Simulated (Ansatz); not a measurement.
# Convergence test, Al2Ru

Theory: Ansatz, DFT PBEsol, scalar-relativistic, plane waves, PAW.

```
Al Ru
1.0
    -1.58076    1.59698    4.25582
     1.54638   -1.54672    4.22454
     1.56145    1.52740   -4.23725
Al Ru
2 1
Direct
  0.63676 0.68697 0.01611
  0.31209 0.36472 0.02644
  0.00039 0.99381 0.02013
```

- Γ-centred k-mesh: 10×10×12
- occupation rule: Gaussian smearing, 0.1 eV
- spin treatment: unpolarised
- valence charge of the PAW sets: Al 3, Ru 16

The atoms are held and the plane-wave cutoff is swept. Energies are extrapolated to zero smearing and count from the reference run, 600 eV. The cell was strained and its atoms displaced at random, so that forces don't vanish. Pressure is positive in compression and holds a correction for the finite cutoff (Pulay stress).

Times are rough; the reference took 23 s on 1 thread of Intel(R) Xeon(R) 6975P-C (Granite Rapids), with other jobs on the host, peak memory 0.94 GiB.

```csv
cutoff (eV),ΔE (meV/atom),P (GPa),largest change of a force component (eV/Å),plane waves at Γ,wall time (s)
200,3215,-2.54,0.491,271,6.6
250,594,0.29,0.097,367,9.8
300,84.3,0.29,0.019,483,8.5
350,9.05,-0.45,0.004,611,11
420,0.92,-0.51,0.001,797,14
600,0.00,-0.52,0.000,1359,23
```